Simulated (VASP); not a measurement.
A run of VASP 6.6.1 is set up as follows.

INCAR

```
ALGO = Normal
EDIFF = 1E-7
ENCUT = 520
ISIF = 2
ISMEAR = 0
LASPH = True
LCHARG = False
LREAL = False
LWAVE = False
NBANDS = 8
NELM = 60
PREC = Accurate
SIGMA = 0.15
```

KPOINTS

```
k-points
0
Gamma
  24 24 22
```

POSCAR

```
Si
1.0
    2.7664210749      0.0000000000      0.0000000000
   -1.3832105375      2.3957909284      0.0000000000
    0.0000000000      0.0000000000      2.2131020013
Si
1
Direct
    0.0000000000      0.0000000000      0.0000000000
```

Potentials or basis: VASP PAW LDA potentials, release 64 (Si).

The run is started by

```console
$ cat potpaw_LDA.64/Si/POTCAR > POTCAR
$ mpirun -np 1 vasp_std > vasp.out
```

Question: Estimate the band gap on the k mesh.

Answer: None (metal or under the smearing width).

Question: Predict the pressure.

Answer: 7.3 GPa.

Stress tensor (GPa, compression positive):
```
-11.02   0.00   0.00
  0.00 -11.02   0.00
  0.00   0.00  43.86
```
